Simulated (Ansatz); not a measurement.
BAs:

```
B As
1.0
     2.93437    0.00000    0.00000
     0.00000    2.93437    0.00000
     0.00000    0.00000    2.93437
B As
1 1
Direct
  0.50000 0.50000 0.50000
  0.00000 0.00000 0.00000
```

The cell was built by a generator and needn't be a form met in nature.

| Item | Value |
| --- | --- |
| Program | Ansatz 0.2.0 |
| Task | relaxation of cell and atoms |
| Functional | HSEsol |
| Potentials or basis | Ansatz PAW |
| Cutoff | 420 eV (not typed: the program's choice for these potentials) |
| k mesh | 5 × 5 × 5 |
| Occupations | fermi-dirac, width 0.05 eV |
| Spin | no spin polarisation |

At the start: volume 12.63 Å³/atom.

Q: Where does the relaxation end?

A: It ends after 5 steps and the volume is 11.72 Å³/atom (-7.2 %); space group Pm-3m (No. 221, to 0.05 Å).

Step by step:
```csv
step,energy change (eV),largest force (eV/Å),volume (Å³)
1,0.0000,0.0000,25.27
2,-0.0492,0.0000,23.03
3,-0.0522,0.0000,23.54
4,-0.0525,0.0000,23.45
5,-0.0515,0.0000,23.45
```

Final structure:
```yaml
crystal:
  lattice:
    - [2.86222, 0.00000, 0.00000]
    - [0.00000, 2.86222, 0.00000]
    - [0.00000, 0.00000, 2.86222]
  atoms:
    - { symbol: B, position: [0.50000, 0.50000, 0.50000] }
    - { symbol: As, position: [0.00000, 0.00000, 0.00000] }
```

Caveat: the k mesh is coarse (spacing up to 0.43 Å⁻¹), so the values aren't converged, least of all with exact exchange; the plane-wave basis is chosen anew once the cell has moved, so the energies of steps on either side of that aren't comparable; the PAW data sets come from PBE, with cores solved anew for the run's functional, which leaves a small shift of forces and pressure.
